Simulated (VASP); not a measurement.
# Cu3N (Pm-3m) in VASP: a series of runs

The runs below take Cu3N through single point, with PBEsol.

Everything below comes from runs of VASP 6.6.1. Logs are shortened: lines on timing, memory, paths and dates and some standing lists are left out, and cuts for length are marked.

## (1) The crystal as given

It takes space group Pm-3m (No. 221, cubic). Conventional cell: a = 3.807 Å, b = 3.807 Å, c = 3.807 Å, α = 90.00°, β = 90.00°, γ = 90.00°. Cu (site symmetry 4/mmm) has 2 N at 1.90 Å as nearest neighbours. N (site symmetry m-3m) is surrounded by 6 Cu at 1.90 Å.

## (2) Single point, PBEsol

The input, INCAR:

```
SYSTEM = Cu3N
  PREC = Accurate
  ENCUT = 520
  EDIFF = 1E-6
  ISMEAR = -1
  SIGMA = 0.05
  LREAL = .False.
  LASPH = .True.
  NELM = 100
  ALGO = Normal
  ISIF = 2
  LWAVE = .False.
  LCHARG = .True.
  GGA = PS
  LELF = .True.
  LVHAR = .True.
  NBANDS = 27
```

The input, KPOINTS:

```
Automatic mesh
0
Gamma
  5 5 5
  0 0 0
```

The input, POSCAR:

```
Cu3N
1.0
    3.8070000000      0.0000000000      0.0000000000
    0.0000000000      3.8070000000      0.0000000000
    0.0000000000      0.0000000000      3.8070000000
Cu N
3 1
Direct
    0.5000000000      0.0000000000      0.0000000000
    0.0000000000      0.5000000000      0.0000000000
    0.0000000000      0.0000000000      0.5000000000
    0.0000000000      0.0000000000      0.0000000000
```

Potentials or basis: VASP PAW PBE potentials, release 64 (Cu, N).

On the command line:

```console
$ cat potpaw_PBE.64/Cu/POTCAR potpaw_PBE.64/N/POTCAR > POTCAR
$ mpirun -np 1 vasp_std > vasp.out
```

OUTCAR:

```text
SYSTEM = Cu3N
   PREC = Accurate
   ENCUT = 520
   EDIFF = 1E-6
   ISMEAR = -1
   LREAL = .False.
   LASPH = .True.
   NELM = 100
   ISIF = 2
   GGA = PS

 ion  position               nearest neighbor table
   1  0.500  0.000  0.000-   4 1.90   4 1.90   2 2.69   3 2.69   2 2.69   2 2.69   3 2.69   3 2.69
                             3 2.69   2 2.69
   2  0.000  0.500  0.000-   4 1.90   4 1.90   1 2.69   3 2.69   1 2.69   3 2.69   3 2.69   3 2.69
                             1 2.69   1 2.69
   3  0.000  0.000  0.500-   4 1.90   4 1.90   1 2.69   1 2.69   2 2.69   2 2.69   2 2.69   2 2.69
                             1 2.69   1 2.69
   4  0.000  0.000  0.000-   1 1.90   2 1.90   3 1.90   3 1.90   2 1.90   1 1.90

  LATTYP: Found a simple cubic cell.
 ALAT       =     3.8070000000

  Lattice vectors:

 A1 = (   3.8070000000,   0.0000000000,   0.0000000000)
 A2 = (   0.0000000000,   3.8070000000,   0.0000000000)
 A3 = (   0.0000000000,   0.0000000000,   3.8070000000)

Analysis of symmetry for initial positions (statically):
=====================================================================
 Subroutine PRICEL returns:
 Original cell was already a primitive cell.

 Routine SETGRP: Setting up the symmetry group for a
 simple cubic supercell.

 Subroutine GETGRP returns: Found 48 space group operations
 (whereof 48 operations were pure point group operations)
 out of a pool of 48 trial point group operations.

The static configuration has the point symmetry O_h .

Analysis of symmetry for dynamics (positions and initial velocities):
=====================================================================
 Subroutine PRICEL returns:
 Original cell was already a primitive cell.

 Routine SETGRP: Setting up the symmetry group for a
 simple cubic supercell.

 Subroutine GETGRP returns: Found 48 space group operations
 (whereof 48 operations were pure point group operations)
 out of a pool of 48 trial point group operations.

The dynamic configuration has the point symmetry O_h .

 Subroutine INISYM returns: Found 48 space group operations
 (whereof 48 operations are pure point group operations),
 and found     1 'primitive' translations

----------------------------------------------------------------------------------------

                                     Primitive cell

  volume of cell :      55.1758

  direct lattice vectors                    reciprocal lattice vectors
     3.807000000  0.000000000  0.000000000     0.262674022  0.000000000  0.000000000
     0.000000000  3.807000000  0.000000000     0.000000000  0.262674022  0.000000000
[... 77 lines left out ...]
   NSW    =      0    number of steps for IOM
   IBRION =     -1    ionic relax: 0-MD 1-quasi-New 2-CG
   NFREE  =      0    steps in history (QN), initial steepest desc. (CG)
   ISIF   =      2    stress and relaxation
   ISYM   =      2    0-nonsym 1-usesym 2-fastsym
   POTIM  = 0.5000    time-step for ionic-motion
   TEBEG  =    0.0;   TEEND  =   0.0 temperature during run
   PSTRESS=    0.0 pullay stress
   NELECT =      38.0000    total number of electrons
   NUPDOWN=      -1.0000    fix difference up-down
   EMIN   =  10.00;   EMAX   =-10.00  energy-range for DOS
   EFERMI =   0.00;   METHOD = LEGACY
   ISMEAR =    -1;   SIGMA  =   0.05  broadening in eV -4-tet -1-fermi 0-gaus
   EFERMI_NEDOS =   21; number of points for ismear=-14 and -15
   IALGO  =     38    algorithm
   IMIX   =      4    mixing-type and parameters
     AMIX     =   0.40;   BMIX     =  1.00
     AMIX_MAG =   1.60;   BMIX_MAG =  1.00
  volume/ion in A,a.u.               =      13.79        93.09
  Fermi-wavevector in a.u.,A,eV,Ry     =   1.445728  2.732029 28.437924  2.090128
  Thomas-Fermi vector in A             =   2.563877
   LORBIT       =      0    0 simple, 1 ext, 2 COOP (PROOUT), +10 PAW based schemes
   GGA     = PS    functional components
   LHFCALC =     F    Hartree Fock is set to
   AEXX    =    0.0000 exact exchange contribution
   IVDW    =     0    specifies the selected vdW correction
   LEPSILON=     F    determine dielectric tensor
   LRPA    =     F    only Hartree local field effects (RPA)
 non-spin polarized calculation
  energy-cutoff  :      520.00
  volume of cell :       55.18
 maximum number of plane-waves:      1503
   NGX = 15   NGY = 15   NGZ = 15

 number of electron      37.9999909 magnetization

 Free energy of the ion-electron system (eV)
  ---------------------------------------------------
  ext. energy  EPLUGINS =         0.00000000
  ---------------------------------------------------
  free energy    TOTEN  =       -20.43889272 eV

  energy without entropy =      -20.43889248  energy(sigma->0) =      -20.43889260

 E-fermi :   5.1556     XC(G=0): -11.0287

 val. band max:        4.4310728670   @ k =   0.4000   0.4000   0.4000
 cond. band min:       5.7981100430   @ k =   0.0000   0.0000   0.0000
 fundamental gap:      1.3670371760
 Fermi energy:         5.1556419807

 k-point     1 :       0.0000    0.0000    0.0000
  band No.  band energies     occupation
      1     -12.0551      2.00000
      2      -0.4940      2.00000
      3      -0.0402      2.00000
      4      -0.0402      2.00000
      5      -0.0402      2.00000
      6       0.8975      2.00000
[... 289 lines left out ...]
     26      12.5383      0.00000
     27      16.8100      0.00000

------------------------ aborting loop because EDIFF is reached ----------------------------------------

  FORCE on cell =-STRESS in cart. coord.  units (eV):
  Direction    XX          YY          ZZ          XY          YZ          ZX
  --------------------------------------------------------------------------------------
  -------------------------------------------------------------------------------------
  Total       -1.2439321     -1.2439321     -1.2439321      0.0000000      0.0000000     -0.0000000
  in kB      -36.1209041    -36.1209041    -36.1209041      0.0000000      0.0000000     -0.0000000
  external PRESSURE =     -36.1209041 kB  Pullay stress =       0.0000000 kB

 VOLUME and BASIS-vectors are now :
 -----------------------------------------------------------------------------
  energy-cutoff  :      520.00
  volume of cell :       55.18
      direct lattice vectors                 reciprocal lattice vectors
     3.807000000  0.000000000  0.000000000     0.262674022  0.000000000  0.000000000
     0.000000000  3.807000000  0.000000000     0.000000000  0.262674022  0.000000000
     0.000000000  0.000000000  3.807000000     0.000000000  0.000000000  0.262674022

 POSITION                                       TOTAL-FORCE (eV/Angst)
 -----------------------------------------------------------------------------------
      1.90350      0.00000      0.00000         0.000000      0.000000      0.000000
      0.00000      1.90350      0.00000         0.000000      0.000000      0.000000
      0.00000      0.00000      1.90350         0.000000      0.000000      0.000000
      0.00000      0.00000      0.00000         0.000000      0.000000      0.000000
 -----------------------------------------------------------------------------------
    total drift:                               -0.000000      0.000000     -0.000000

  FREE ENERGIE OF THE ION-ELECTRON SYSTEM (eV)
  ---------------------------------------------------
  free  energy   TOTEN  =       -20.4388927169 eV

  energy  without entropy=      -20.4388924815  energy(sigma->0) =      -20.43889260
```

OSZICAR:

```text
N       E                     dE             d eps       ncg     rms          rms(c)
DAV:   1     0.296642883806E+03    0.29664E+03   -0.17505E+04   556   0.222E+03
DAV:   2     0.104862565103E+02   -0.28616E+03   -0.27229E+03   543   0.373E+02
DAV:   3    -0.239673676763E+02   -0.34454E+02   -0.32704E+02   707   0.159E+02
DAV:   4    -0.252672153197E+02   -0.12998E+01   -0.12907E+01   740   0.334E+01
DAV:   5    -0.252813800997E+02   -0.14165E-01   -0.14161E-01   713   0.339E+00    0.164E+01
DAV:   6    -0.231243437447E+02    0.21570E+01   -0.40374E+01   683   0.142E+02    0.107E+01
DAV:   7    -0.204514553121E+02    0.26729E+01   -0.10456E+01   667   0.781E+01    0.255E+00
DAV:   8    -0.204685641784E+02   -0.17109E-01   -0.72818E-01   679   0.631E+00    0.145E+00
DAV:   9    -0.204402923831E+02    0.28272E-01   -0.43007E-02   674   0.261E+00    0.336E-01
DAV:  10    -0.204391309086E+02    0.11615E-02   -0.10286E-02   748   0.167E+00    0.123E-01
DAV:  11    -0.204389388129E+02    0.19210E-03   -0.12376E-03   772   0.615E-01    0.459E-02
DAV:  12    -0.204388910847E+02    0.47728E-04   -0.18876E-04   820   0.166E-01    0.148E-02
DAV:  13    -0.204388928598E+02   -0.17751E-05   -0.31387E-05   704   0.504E-02    0.595E-03
DAV:  14    -0.204388927169E+02    0.14294E-06   -0.21621E-06   506   0.135E-02
   1 F= -.20438893E+02 E0= -.20438893E+02  d E =-.235431E-06
```

Run time: 19 s. Hardware: 1 thread of Intel Xeon Platinum 8488C (Sapphire Rapids), shared host; peak memory 0.16 GiB.

What came out:

- Free energy: -20.4389 eV
- Pressure: -3.6 GPa
- Band gap on the k mesh: 1.37 eV, indirect (least direct gap 1.77 eV)

Caveat: the PAW data sets were made with another functional, which shifts forces and pressure a little; an odd mesh through Γ misses points on the zone boundary, where band edges often lie.

## (3) Single point, PBEsol

This run uses another cell than the first one, of 12.97 Å³/atom, 0.940 times its volume.

The input, INCAR:

```
PREC = Accurate ; ENCUT = 520
EDIFF = 1E-6 ; ISMEAR = -1
SIGMA = 0.05 ; LREAL = F
LASPH = T ; NELM = 100
ALGO = Fast ; ISIF = 2
LWAVE = F ; LCHARG = F
GGA = PS ; NBANDS = 27
```

The input, KPOINTS:

```
Automatic mesh
0
Gamma
  5 5 5
```

The input, POSCAR:

```
Cu3N
1.0
    3.7292843159      0.0000000000      0.0000000000
    0.0000000000      3.7292843159      0.0000000000
    0.0000000000      0.0000000000      3.7292843159
Cu N
3 1
Direct
    0.5000000000      0.0000000000      0.0000000000
    0.0000000000      0.5000000000      0.0000000000
    0.0000000000      0.0000000000      0.5000000000
    0.0000000000      0.0000000000      0.0000000000
```

Potentials or basis: VASP PAW PBE potentials, release 64 (Cu, N).

On the command line:

```console
$ cat potpaw_PBE.64/Cu/POTCAR potpaw_PBE.64/N/POTCAR > POTCAR
$ mpirun -np 1 vasp_std > vasp.out
```

OUTCAR:

```text
PREC = Accurate
   ENCUT = 520
   EDIFF = 1E-6
   ISMEAR = -1
   LREAL = F
   LASPH = T
   NELM = 100
   ISIF = 2
   GGA = PS

 ion  position               nearest neighbor table
   1  0.500  0.000  0.000-   4 1.86   4 1.86   2 2.64   3 2.64   2 2.64   2 2.64   3 2.64   3 2.64
                             3 2.64   2 2.64
   2  0.000  0.500  0.000-   4 1.86   4 1.86   1 2.64   3 2.64   1 2.64   3 2.64   3 2.64   3 2.64
                             1 2.64   1 2.64
   3  0.000  0.000  0.500-   4 1.86   4 1.86   1 2.64   1 2.64   2 2.64   2 2.64   2 2.64   2 2.64
                             1 2.64   1 2.64
   4  0.000  0.000  0.000-   1 1.86   2 1.86   3 1.86   3 1.86   2 1.86   1 1.86

  LATTYP: Found a simple cubic cell.
 ALAT       =     3.7292843159

  Lattice vectors:

 A1 = (   3.7292843159,   0.0000000000,   0.0000000000)
 A2 = (   0.0000000000,   3.7292843159,   0.0000000000)
 A3 = (   0.0000000000,   0.0000000000,   3.7292843159)

Analysis of symmetry for initial positions (statically):
=====================================================================
 Subroutine PRICEL returns:
 Original cell was already a primitive cell.

 Routine SETGRP: Setting up the symmetry group for a
 simple cubic supercell.

 Subroutine GETGRP returns: Found 48 space group operations
 (whereof 48 operations were pure point group operations)
 out of a pool of 48 trial point group operations.

The static configuration has the point symmetry O_h .

Analysis of symmetry for dynamics (positions and initial velocities):
=====================================================================
 Subroutine PRICEL returns:
 Original cell was already a primitive cell.

 Routine SETGRP: Setting up the symmetry group for a
 simple cubic supercell.

 Subroutine GETGRP returns: Found 48 space group operations
 (whereof 48 operations were pure point group operations)
 out of a pool of 48 trial point group operations.

[... 108 lines left out ...]
     AMIX     =   0.40;   BMIX     =  1.00
     AMIX_MAG =   1.60;   BMIX_MAG =  1.00
  volume/ion in A,a.u.               =      12.97        87.50
  Fermi-wavevector in a.u.,A,eV,Ry     =   1.475856  2.788963 29.635527  2.178150
  Thomas-Fermi vector in A             =   2.590454
   LORBIT       =      0    0 simple, 1 ext, 2 COOP (PROOUT), +10 PAW based schemes
   GGA     = PS    functional components
   LHFCALC =     F    Hartree Fock is set to
   AEXX    =    0.0000 exact exchange contribution
   IVDW    =     0    specifies the selected vdW correction
   LEPSILON=     F    determine dielectric tensor
   LRPA    =     F    only Hartree local field effects (RPA)
 non-spin polarized calculation
 RMM-DIIS sequential band-by-band and
  energy-cutoff  :      520.00
  volume of cell :       51.87
 maximum number of plane-waves:      1412
 NGX is ok and might be reduce to    28
   NGX = 13   NGY = 13   NGZ = 13

 number of electron      38.0000065 magnetization

 Free energy of the ion-electron system (eV)
  ---------------------------------------------------
  ext. energy  EPLUGINS =         0.00000000
  ---------------------------------------------------
  free energy    TOTEN  =       -20.43369237 eV

  energy without entropy =      -20.43369202  energy(sigma->0) =      -20.43369220

 E-fermi :   5.7782     XC(G=0): -11.3555

 val. band max:        5.0733936768   @ k =   0.4000   0.4000   0.4000
 cond. band min:       6.4611171727   @ k =   0.4000   0.4000   0.0000
 fundamental gap:      1.3877234958
 Fermi energy:         5.7782426374

 k-point     1 :       0.0000    0.0000    0.0000
  band No.  band energies     occupation
      1     -11.9629      2.00000
      2      -0.2275      2.00000
      3       0.2791      2.00000
      4       0.2791      2.00000
      5       0.2791      2.00000
      6       1.2165      2.00000
[... 289 lines left out ...]
     26      13.6202      0.00000
     27      18.0505      0.00000

------------------------ aborting loop because EDIFF is reached ----------------------------------------

  FORCE on cell =-STRESS in cart. coord.  units (eV):
  Direction    XX          YY          ZZ          XY          YZ          ZX
  --------------------------------------------------------------------------------------
  -------------------------------------------------------------------------------------
  Total        1.3927354      1.3927354      1.3927354     -0.0000000      0.0000000      0.0000000
  in kB       43.0232018     43.0232018     43.0232018     -0.0000000      0.0000000      0.0000000
  external PRESSURE =      43.0232018 kB  Pullay stress =       0.0000000 kB

 VOLUME and BASIS-vectors are now :
 -----------------------------------------------------------------------------
  energy-cutoff  :      520.00
  volume of cell :       51.87
      direct lattice vectors                 reciprocal lattice vectors
     3.729284316  0.000000000  0.000000000     0.268147965  0.000000000  0.000000000
     0.000000000  3.729284316  0.000000000     0.000000000  0.268147965  0.000000000
     0.000000000  0.000000000  3.729284316     0.000000000  0.000000000  0.268147965

 POSITION                                       TOTAL-FORCE (eV/Angst)
 -----------------------------------------------------------------------------------
      1.86464      0.00000      0.00000         0.000000      0.000000      0.000000
      0.00000      1.86464      0.00000         0.000000      0.000000      0.000000
      0.00000      0.00000      1.86464         0.000000      0.000000      0.000000
      0.00000      0.00000      0.00000         0.000000      0.000000      0.000000
 -----------------------------------------------------------------------------------
    total drift:                               -0.000000      0.000000     -0.000000

  FREE ENERGIE OF THE ION-ELECTRON SYSTEM (eV)
  ---------------------------------------------------
  free  energy   TOTEN  =       -20.4336923699 eV

  energy  without entropy=      -20.4336920216  energy(sigma->0) =      -20.43369220
```

Run time: 17 s. Hardware: 1 thread of Intel Xeon Platinum 8488C (Sapphire Rapids), shared host; peak memory 0.15 GiB.

What came out:

```
Free energy            : -20.4337 eV
Pressure               : 4.3 GPa
Band gap on the k mesh : 1.39 eV, indirect (least direct gap 1.71 eV)
```

Levels at points of the mesh, in eV from the valence-band top:
```csv
k point,band 16,band 17,band 18,band 19,band 20,band 21,band 22,band 23
"(0.00, 0.00, 0.00)",-1.57,-1.57,-1.57,-1.51,1.61,5.96,5.96,7.10
```

Caveat: the PAW data sets were made with another functional, which shifts forces and pressure a little; an odd mesh through Γ misses points on the zone boundary, where band edges often lie.
